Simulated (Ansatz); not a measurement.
The system is MgS (Niningerite).

```
CELL_PARAMETERS angstrom
0.00000 2.60165 2.60165
2.60165 0.00000 2.60165
2.60165 2.60165 0.00000
ATOMIC_POSITIONS crystal
S 0.50000 0.50000 0.50000
Mg 0.00000 0.00000 0.00000
```

```yaml
Program: Ansatz 0.2.0
Task: single point
Functional: PBE
Potentials_or_basis: Ansatz PAW
Cutoff: "420 eV (not typed: the program's choice for these potentials)"
k_mesh: 9 × 9 × 9
Occupations: fermi-dirac, width 0.05 eV
Spin: no spin polarisation
```

On this cell: pressure 1.2 GPa; largest force zero by symmetry; band gap on the k mesh 2.92 eV, indirect (least direct gap 3.72 eV).

The same run follows on a disturbed copy (atoms moved at random, drawn with an rms of 0.05 Å):

```xyz
2
Lattice="0.0000 2.6016 2.6016 2.6016 0.0000 2.6016 2.6016 2.6016 0.0000" Properties=species:S:1:pos:R:3 pbc="T T T"
S     2.6362    2.6247    2.6092
Mg   -0.0517    0.0080    0.0170
```

Q: What changes?

A: The energy moves by +5.5 meV/atom; pressure 1.4 GPa; largest force 0.256 eV/Å; band gap on the k mesh 2.92 eV, indirect (least direct gap 3.72 eV).

Forces on the atoms (eV/Å):
```
S   -0.251 -0.041  0.026
Mg   0.251  0.041 -0.026
```

Stress tensor (GPa, compression positive):
```
 2.03 -0.02  0.01
-0.02  1.13  0.00
 0.01  0.00  1.11
```

Caveats: odd divisions of the mesh miss points on the zone boundary, where band edges often lie, so the gap on the mesh can be too wide.

A k mesh can miss the band edges.
